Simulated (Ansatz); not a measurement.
Here is an Ansatz 0.2.0 calculation.

Contents of input.yaml:

```yaml
crystal:
  lattice:
    - [0.0, 2.192684, 2.192684]
    - [2.10497664, 0.0, 2.192684]
    - [2.10497664, 2.192684, 0.0]
  atoms:
    - { symbol: W, position: [0.0, 0.0, 0.0] }
    - { symbol: C, position: [0.5, 0.5, 0.5] }
hamiltonian:
  xc: pbe
  pseudopotentials: { kind: paw }
kpoints:
  mp_grid: { grid: [10, 10, 10] }
scf:
  occupations: { method: fermi_dirac, width: 0.05 }
output:
  forces: true
  stress: true
  eigenvalues: true
  write_density: true
  write_potential: true
  elf: true
  volumetric_format: npy
relax:
  f_tol: 0.01
  max_steps: 40
```

Potentials or basis: Ansatz PAW.

Run with:

```console
$ ansatz run input.yaml --threads 2 --pin off --max-ram 5632MiB --backend cpu --events-out ev --progress --plain --runs-dir out
```

Problem. What does it give for the band gap on the k mesh?

Solution. None (metal or under the smearing width).

Final structure:
```yaml
crystal:
  lattice:
    - [0.00000, 2.19268, 2.19268]
    - [2.10498, 0.00000, 2.19268]
    - [2.10498, 2.19268, 0.00000]
  atoms:
    - { symbol: W, position: [0.00000, 0.00000, 0.00000] }
    - { symbol: C, position: [0.50000, 0.50000, 0.50000] }
```

Caveat: the relaxation stopped at its first step, so nothing moved. The run has no spin-orbit coupling, so splittings on W are missing.
